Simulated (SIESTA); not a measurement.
Crystal: CuAu.

```
Au Cu
1.0
     2.81075    0.00000    0.00000
     0.00000    2.81075    0.00000
     0.00000    0.00000    3.68500
Au Cu
1 1
Cartesian
  0.0000 0.0000 0.0000
  1.4054 1.4054 1.8425
```

Base run:

| Quantity | Value |
| --- | --- |
| Program | SIESTA 5.4.2 |
| Functional | LDA |
| Potentials or basis | PseudoDojo 0.4 standard (LDA files) |
| Basis | DZP (energy shift 0.003 Ry; two zetas on semicore shells) |
| Grid cutoff | 800 Ry |
| Energy shift | 0.003 Ry |
| k mesh | 9 × 9 × 7 |
| Occupations | fermi-dirac, width 0.05 eV |
| Spin | no spin polarisation |

Its results: band gap on the k mesh none (metal or under the smearing width); pressure -8.9 GPa.

Problem. After a change of settings the same cell gave: band gap on the k mesh none (metal or under the smearing width); pressure 5.0 GPa. Which change was it?
A. functional from LDA to WC; potentials or basis from PseudoDojo 0.4 standard (LDA files) to PseudoDojo 0.4 standard (PBEsol files)
B. functional from LDA to PW91; potentials or basis from PseudoDojo 0.4 standard (LDA files) to PseudoDojo 0.4 standard (PBE files)
C. functional from LDA to RPBE; potentials or basis from PseudoDojo 0.4 standard (LDA files) to PseudoDojo 0.4 standard (PBE files)
D. functional from LDA to BLYP; potentials or basis from PseudoDojo 0.4 standard (LDA files) to PseudoDojo 0.4 standard (PBE files)

Solution. B.

Caveats: short orbitals over semicore shells can move pressures by several GPa; the basis of atomic orbitals isn't converged, which shifts pressures, moduli and gaps; the potentials were made for another functional, which shifts forces and pressure (some runs).

Not every run made on this cell is shown here.
